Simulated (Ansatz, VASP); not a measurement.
# Li2O in VASP and in Ansatz

Contents of INCAR:

```
PREC = Accurate
ENCUT = 520
EDIFF = 1E-6
ISMEAR = -1
SIGMA = 0.02
LREAL = F
LASPH = T
NELM = 60
ALGO = Normal
ISIF = 2
LWAVE = F
LCHARG = T
GGA = PE
LELF = T
LVHAR = T
NBANDS = 13
```

File KPOINTS:

```
Automatic mesh
0
Gamma
  10 10 10
```

File POSCAR:

```
Li2O
1.0
   -0.0679431983      2.2870163156      2.2870163156
    2.2870163156     -0.0679431983      2.2870163156
    2.2870163156      2.2870163156     -0.0679431983
O Li
1 2
Direct
    0.0000000000      0.0000000000      0.0000000000
    0.2502355188      0.2502355188      0.2502355188
    0.7497644812      0.7497644812      0.7497644812
```

Input for Ansatz:

```yaml
crystal:
  lattice:
    - [-0.0679431983, 2.2870163156, 2.2870163156]
    - [2.2870163156, -0.0679431983, 2.2870163156]
    - [2.2870163156, 2.2870163156, -0.0679431983]
  atoms:
    - { symbol: O, position: [0.0, 0.0, 0.0] }
    - { symbol: Li, position: [0.2502355188, 0.2502355188, 0.2502355188] }
    - { symbol: Li, position: [0.7497644812, 0.7497644812, 0.7497644812] }
kpoints:
  mp_grid: { grid: [10, 10, 10] }
  band_path:
    path:
      - [0.0, 0.0, 0.0]
      - [0.5, 0.0, 0.5]
      - [0.625, 0.25, 0.625]
      - [0.375, 0.375, 0.75]
      - [0.5, 0.5, 0.5]
      - [0.5, 0.25, 0.75]
      - [0.0, 0.5, 0.5]
    npoints: 1
hamiltonian:
  xc: pbe
scf:
  occupations: { method: fermi_dirac, width: 0.02 }
  n_extra_bands: 4
output:
  forces: true
  stress: true
  eigenvalues: true
```

Change from the starting cell: epitaxial_111 strain +3.0%.

Alike in both runs: task single point; functional PBE; k mesh 10 × 10 × 10; occupations fermi-dirac, width 0.02 eV; no spin polarisation.

```csv
,VASP,Ansatz
version,VASP 6.6.1,Ansatz 0.2.0
potentials or method,"VASP PAW PBE potentials, release 64 (O, Li_sv)","plane waves, PAW"
plane-wave cutoff (eV),520,420
valence electrons in the cell,12,12
```

Ansatz gave:

- gap on the k mesh at the Fermi level (eV): 4.90
- rms of the force components (eV/Å): 0.003

Problem. Which values does VASP return?

Solution. gap on the k mesh at the Fermi level (eV): 4.88; rms of the force components (eV/Å): 0.007.

Atom by atom the forces differ by 0.004 eV/Å (rms over components). The functional is the same, so the differences come from potentials, cutoffs and numerics.

 A k mesh can miss the band edges.
